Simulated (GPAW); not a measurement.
Input of a GPAW 26.7.0 run:

run.py

```python
from ase.dft.bandgap import bandgap
from ase.io import read, write
from ase.units import GPa
from gpaw import GPAW, PW

atoms = read('Bi.xyz')

calc = GPAW(mode=PW(500),
            xc='LDA',
            kpts={'size': (6, 6, 6), 'gamma': True},
            occupations={'name': 'fermi-dirac', 'width': 0.05},
            nbands=25,
            maxiter=120,
            txt='gpaw.txt')
atoms.calc = calc
energy = atoms.get_potential_energy()
forces = atoms.get_forces()
stress = atoms.get_stress()
calc.write('gs.gpw')
write('result.traj', atoms)
print(f'Energy: {energy:.6f} eV')
print('Forces (eV/A):')
print(forces.round(4))
print('Stress (GPa):', (stress / GPa).round(3))
print('Fermi level:', round(calc.get_fermi_level(), 4), 'eV')
print(f'Gap: {bandgap(calc)[0]:.4f} eV, direct: {bandgap(calc, direct=True)[0]:.4f} eV')
```

File Bi.xyz:

```xyz
2
Lattice="2.2675000000 1.3091417354 3.9380000000 -2.2675000000 1.3091417354 3.9380000000 0.0000000000 -2.6182834708 3.9380000000" Properties=species:S:1:pos:R:3 pbc="T T T"
Bi     0.0000000000      0.0000000000      9.0495240000
Bi     0.0000000000      0.0000000000      2.7644760000
```

Potentials or basis: the program's PAW data sets (release 1.2.1) made for this functional, pw.

Launch:

```bash
$ OMP_NUM_THREADS=1 python run.py
```

Q: Predict the band gap on the k mesh.

A: None (metal or under the smearing width).

Q: Estimate the largest force.

A: 0.047 eV/Å.

Q: Estimate the pressure.

A: -1.7 GPa.

Stress tensor (GPa, compression positive):
```
-1.77  0.00  0.00
 0.00 -1.77  0.00
 0.00  0.00 -1.57
```

Caveat: the cutoff is short for stress and forces, so pressures can be off by a GPa or more; spin-orbit coupling is left out, which moves the levels of the heavy elements.
